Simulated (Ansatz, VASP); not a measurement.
# Two plane-wave programs on Re

POSCAR

```
Re
1.0
   -1.5564558650      1.5564558650      1.5564558650
    1.5564558650     -1.5564558650      1.5564558650
    1.5564558650      1.5564558650     -1.5564558650
Re
1
Direct
    0.0000000000      0.0000000000      0.0000000000
```

Contents of INCAR.step1:

```
  PREC = Accurate
  ENCUT = 520
  ISMEAR = 0
  SIGMA = 0.05
  LREAL = False
  LASPH = True
  NELM = 100
  NBANDS = 10
  GGA = PE
  ALGO = Normal
  EDIFF = 1E-4
  LWAVE = True
  LCHARG = False
```

File INCAR.step2:

```
  PREC = Accurate
  ENCUT = 520
  EDIFF = 1E-6
  ISMEAR = 0
  SIGMA = 0.05
  LREAL = False
  LASPH = True
  NELM = 100
  ALGO = Normal
  ISIF = 2
  LWAVE = False
  LCHARG = True
  METAGGA = R2SCAN
  LMIXTAU = True
  LELF = True
  LVHAR = True
  NBANDS = 10
  ISTART = 1
```

KPOINTS

```
Automatic mesh
0
Gamma
  18 18 18
```

Input for Ansatz:

```yaml
crystal:
  lattice:
    - [-1.556455865, 1.556455865, 1.556455865]
    - [1.556455865, -1.556455865, 1.556455865]
    - [1.556455865, 1.556455865, -1.556455865]
  atoms:
    - { symbol: Re, position: [0.0, 0.0, 0.0] }
basis:
  ecutwfc: 500
  ecutrho_ratio: 4
kpoints:
  mp_grid: { grid: [18, 18, 18] }
hamiltonian:
  xc: r2scan
scf:
  occupations: { method: gaussian, width: 0.05 }
output:
  forces: true
  stress: true
  eigenvalues: true
```

The cell was built by a generator and needn't be a form met in nature.

Alike in both runs: task single point; functional r2SCAN; k mesh 18 × 18 × 18; occupations gaussian, width 0.05 eV; no spin polarisation.

```csv
,VASP,Ansatz
version,VASP 6.6.1,Ansatz 0.2.0
potentials or method,"VASP PAW PBE potentials, release 64 (Re)","scalar-relativistic, plane waves, PAW"
plane-wave cutoff (eV),520,500
valence electrons in the cell,7,15
```

```tsv
	VASP	Ansatz	Ansatz less VASP
gap on the k mesh at the Fermi level (eV)	none	none	-
pressure (GPa)	-5.9	-5.9	0.00
```

A gap of «none» marks a metal or a gap that the smearing closes. With one functional, cell and mesh, what is left measures potentials, basis and numerics. The two sets of potentials don't hold the same shells in valence.

Caveats: the PAW data sets were made with another functional, which shifts forces and pressure a little (VASP). The runs have no spin-orbit coupling, so splittings on Re are missing.
